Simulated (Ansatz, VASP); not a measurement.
## Bi: VASP beside Ansatz

INCAR

```
ALGO = Fast
EDIFF = 1E-7
ENCUT = 520
GGA = PS
ISIF = 2
ISMEAR = 0
LASPH = True
LCHARG = True
LELF = True
LREAL = False
LVHAR = True
LWAVE = False
NBANDS = 14
NELM = 60
PREC = Accurate
SIGMA = 0.1
```

Contents of KPOINTS:

```
k-points
0
Gamma
  6 6 6
```

File POSCAR:

```
Bi
1.0
    3.1300310896      0.0000000000      0.0000000000
    0.0000000000      3.1300310896      0.0000000000
    0.0000000000      0.0000000000      3.1300310896
Bi
1
Direct
    0.5000000000      0.5000000000      0.5000000000
```

Input for Ansatz:

```yaml
crystal:
  lattice:
    - [3.1300310896, 0.0, 0.0]
    - [0.0, 3.1300310896, 0.0]
    - [0.0, 0.0, 3.1300310896]
  atoms:
    - { symbol: Bi, position: [0.5, 0.5, 0.5] }
basis:
  ecutwfc: 420
kpoints:
  mp_grid: { grid: [6, 6, 6] }
hamiltonian:
  xc: pbesol
scf:
  occupations: { method: gaussian, width: 0.1 }
output:
  forces: true
  stress: true
  eigenvalues: true
```

Alike in both runs: task single point; functional PBEsol; k mesh 6 × 6 × 6; occupations gaussian, width 0.1 eV; no spin polarisation.

|  | VASP | Ansatz |
| --- | --- | --- |
| version | VASP 6.6.1 | Ansatz 0.2.0 |
| potentials or method | VASP PAW PBE potentials, release 64 (Bi_d) | scalar-relativistic, plane waves, PAW |
| plane-wave cutoff (eV) | 520 | 420 |
| valence electrons in the cell | 15 | 15 |

```tsv
	VASP	Ansatz	Ansatz less VASP
gap on the k mesh at the Fermi level (eV)	none	none	-
pressure (GPa)	6.1	6.2	+0.07
```

A gap of «none» marks a metal or a gap that the smearing closes. With one functional, cell and mesh, what is left measures potentials, basis and numerics.

Caveats: the PAW data sets were made with another functional, which shifts forces and pressure a little (VASP); spin-orbit coupling is left out, which moves the levels of the heavy elements.
